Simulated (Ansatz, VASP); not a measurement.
Two plane-wave programs on V

```
CELL_PARAMETERS angstrom
-1.46720 1.46720 1.46720
1.46720 -1.46720 1.46720
1.46720 1.46720 -1.46720
ATOMIC_POSITIONS crystal
V 0.00000 0.00000 0.00000
```

Alike in both runs: functional LDA; k mesh 10 × 10 × 10; occupations gaussian, width 0.1 eV; no spin polarisation.

Ansatz relaxed the structure, and its values are those at the end. VASP's run is a single point on that final structure, the one shown.

|  | VASP | Ansatz |
| --- | --- | --- |
| version | VASP 6.6.1 | Ansatz 0.2.0 |
| potentials or method | VASP PAW LDA potentials, release 64 (V_sv) | scalar-relativistic, plane waves, PAW |
| plane-wave cutoff (eV) | 520 | 420 |
| valence electrons in the cell | 13 | 13 |

Ansatz gave:

| Property | Result |
| --- | --- |
| gap on the k mesh at the Fermi level (eV) | none |
| pressure (GPa) | -0.4 |

Problem. Which values does VASP return?

Solution. gap on the k mesh at the Fermi level (eV): none; pressure (GPa): 0.0.

A gap of «none» marks a metal or a gap that the smearing closes. Ansatz warned: «pseudo_functional_mismatch».
